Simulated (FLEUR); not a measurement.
Crystal: Ni.

```xyz
1
Lattice="0.0000 1.7376 1.7376 1.7376 0.0000 1.7376 1.7376 1.7376 0.0000" Properties=species:S:1:pos:R:3 pbc="T T T"
Ni    0.0000    0.0000    0.0000
```

Base run:

```yaml
Program: FLEUR MaX-R8.1 (later development tree)
Functional: PBE
Potentials_or_basis: all-electron
Basis: FLAPW
Kmax: 4.56 1/bohr
k_mesh: 13 × 13 × 13
Occupations: fermi-dirac, width 0.05 eV
Spin: collinear spin, ferromagnetic start
Starting_moments: "[1.0] μB"
```

Its results: net moment 0.63 μB per cell; site moments Ni +0.67 μB.

Question: The run is repeated on the same cell with these changes: functional from PBE to SCAN. What comes out?

Answer: Net moment 0.78 μB per cell; site moments Ni +0.85 μB.

Caveats: the meta-GGA is that of a development version, with a GGA for the radial functions and cores and without core tails (some runs).
